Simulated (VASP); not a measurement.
A run of VASP 6.6.1:

run.py

```python
from ase.calculators.vasp import Vasp
from ase.dft.bandgap import bandgap
from ase.io import read

atoms = read('La.cif')
calc = Vasp(
    directory='calc',
    xc='rpbe',
    pp='PBE',
    setups='recommended',
    pp_version='54',
    prec='Accurate',
    encut=520,
    ediff=1e-06,
    ismear=0,
    sigma=0.1,
    lreal=False,
    lasph=True,
    nelm=80,
    algo='Fast',
    isif=2,
    lwave=False,
    lcharg=False,
    kpts=[9, 9, 9],
    gamma=True,
)
atoms.calc = calc

print('energy (eV):', atoms.get_potential_energy())
print('free energy (eV):', atoms.get_potential_energy(force_consistent=True))
print('forces (eV/A):')
print(atoms.get_forces())
print('stress (eV/A^3, Voigt):', atoms.get_stress())
print('Fermi level (eV):', calc.get_fermi_level())
gap, top, bottom = bandgap(calc)
print('band gap (eV):', gap, 'from (spin, k, band)', top, 'to', bottom)
```

The input La.cif:

```cif
data_La
_cell_length_a 3.67858332
_cell_length_b 3.67858332
_cell_length_c 3.67858332
_cell_angle_alpha 109.47122063
_cell_angle_beta 109.47122063
_cell_angle_gamma 109.47122063
_space_group_name_H-M_alt 'P1'
_space_group_name_Hall 'P 1'
_space_group_IT_number 1
loop_
_space_group_symop_operation_xyz
'x,y,z'
loop_
_atom_site_label
_atom_site_type_symbol
_atom_site_symmetry_multiplicity
_atom_site_Wyckoff_symbol
_atom_site_fract_x
_atom_site_fract_y
_atom_site_fract_z
_atom_site_occupancy
La1 La 1 a 0.0000000000 0.0000000000 0.0000000000 1
```

Potentials or basis: VASP PAW PBE potentials, release 54 (La).

Launch:

```console
$ python run.py
```

Hardware: 1 thread of AMD EPYC 7R43 64-Core Processor (Zen 3), with other jobs on the host.

Question: Estimate the wall time of this run.

Answer: Wall time 40 s on 1 thread of AMD EPYC 7R43 64-Core Processor (Zen 3), on a shared host, peak memory 0.13 GiB. Counts: scf iterations 23, k points 35.
